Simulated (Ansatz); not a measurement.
# CHF₃ (singlet): from Hartree-Fock to the top rungs, cc-pVDZ

How much of the correlation energy of CHF₃ (singlet) does each wave-function method recover here?

Program: Ansatz 0.2.0, Gaussian basis. Level of theory: cc-pVDZ, core rule «outside noble gas», up to 4 orbitals frozen. These are calculated values, not measurements.

To be run: UHF; CCSD(T) on RHF; CCSDT(Q) on RHF.

2 further runs of the same task are left out: 2 set aside as unsound or not needed.

## 1. The geometry

The geometry is an MP2(full)/6-31G* stationary point (not a proven minimum).

5 atoms, charge 0, spin multiplicity 1.

Atoms are counted from 1 here; the program's logs count them from 0.

Bond lengths: C1–H2 1.088 Å, C1–F3 1.343 Å, C1–F4 1.343 Å, C1–F5 1.343 Å. Angles: H2–C1–F3 110.5°, H2–C1–F4 110.5°, H2–C1–F5 110.5°, F3–C1–F4 108.5°, F3–C1–F5 108.5°, F4–C1–F5 108.5°.

## 2. UHF

File in.yaml:

```yaml
crystal:
  periodic: [false, false, false]
  atoms:
    - {symbol: C, position_ang: [0.000000, 0.000000, 0.366733]}
    - {symbol: H, position_ang: [0.000000, 0.000000, 1.455195]}
    - {symbol: F, position_ang: [0.000000, 1.258200, -0.103017]}
    - {symbol: F, position_ang: [1.089633, -0.629100, -0.103017]}
    - {symbol: F, position_ang: [-1.089633, -0.629100, -0.103017]}
basis:
  gaussian: {orbitals: cc-pVDZ}
magnetization: {spin_polarized: true, initial_magnetization: 0}
hamiltonian: {xc: hf}
output: {orbitals: {seedname: orbitals}}
```

Started as:

```
> ansatz run in.yaml --threads 1 --pin off --events-out ev --progress --plain --max-ram 2880MiB --backend cpu
```

The runs that follow: CCSD(T) on RHF; CCSDT(Q) on RHF.

Q: Predict the results of all the runs planned. Wanted: RCCSDT(Q) below the RHF energy; RMP2 from RCCSDT(Q); RCCSD from RCCSDT(Q); RCCSD(T) from RCCSDT(Q); T1 diagnostic.

**Answer**, as computed:

| quantity | value |
| --- | --- |
| RCCSDT(Q) below the RHF energy | -19.5967 eV |
| RMP2 from RCCSDT(Q) | +18.03 kcal/mol |
| RCCSD from RCCSDT(Q) | +9.63 kcal/mol |
| RCCSD(T) from RCCSDT(Q) | +1.24 kcal/mol |
| levels within 1 kcal/mol (43 meV) | RCCSDT |
| T1 diagnostic | 0.011 |

In words: RCCSD(T) misses by +1.24 kcal/mol, 0.3 % of the correlation energy. These misses are within one basis, not against nature.
